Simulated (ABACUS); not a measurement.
Here is an ABACUS 3.10.1 calculation.

The input INPUT:

```
INPUT_PARAMETERS
suffix              Ge
calculation         scf
basis_type          lcao
pseudo_dir          ./
orbital_dir         ./
symmetry            1
dft_functional      pbe
ecutwfc             100
pseudo_rcut         10
nspin               1
nbands              18
ks_solver           genelpa
smearing_method     fd
smearing_sigma      0.00367493
scf_thr             1e-07
scf_nmax            100
mixing_type         broyden
mixing_beta         0.7
cal_force           1
cal_stress          1
out_mul             1
```

STRU

```
ATOMIC_SPECIES
Ge 72.6300 Ge.upf

NUMERICAL_ORBITAL
Ge_confined-atom_7au_2s2p2d.orb

LATTICE_CONSTANT
1.8897261246

LATTICE_VECTORS
0.0000000000 2.8289100000 2.8289100000
2.8289100000 0.0000000000 2.8289100000
2.8289100000 2.8289100000 0.0000000000

ATOMIC_POSITIONS
Direct

Ge
0.0
2
0.7500000000 0.7500000000 0.7500000000 1 1 1
0.5000000000 0.5000000000 0.5000000000 1 1 1
```

The input KPT:

```
K_POINTS
0
Gamma
8 8 8 0 0 0
```

Potentials or basis: PseudoDojo NC SR 0.4.1 PBE standard, DZP LCAO (the cutoffs set its grid).

Run with:

```bash
$ OMP_NUM_THREADS=1 mpirun -np 4 abacus > log
```

(1) What does it give for the pressure?

(2) Estimate the band gap on the k mesh.

## Answers

(1) 4.6 GPa.

(2) 0.16 eV, direct.

Caveat: the atomic orbitals were generated for these runs and aren't a published set; the basis of atomic orbitals isn't converged, which shifts pressures, moduli and gaps.

**The experiment to reproduce.**

“Temperature-dependent photoluminescence in Ge: experiment and theory”, 2020, arxiv:2003.00143 reports, for a bulk crystal of Ge at 0 K: band gap 0.744 eV (indirect).

A measured gap of Ge is 0.744 eV (indirect; 0 K; “Temperature-dependent photoluminescence in Ge: experiment and theory”, 2020, arxiv:2003.00143); the calculated 0.16 eV misses it by -0.59 eV. 3 values of this kind are on record (0.666 to 0.807 eV); this one was drawn at random among those near their median. Spin-orbit coupling on Ge is left out. The value is that of PBE in an atomic basis (PseudoDojo NC SR 0.4.1 PBE standard, DZP LCAO (the cutoffs set its grid)), whose error adds to the functional's, on a finite k mesh, which can miss the band edges, without temperature or zero-point motion. Semilocal functionals fall short of measured gaps as a rule.
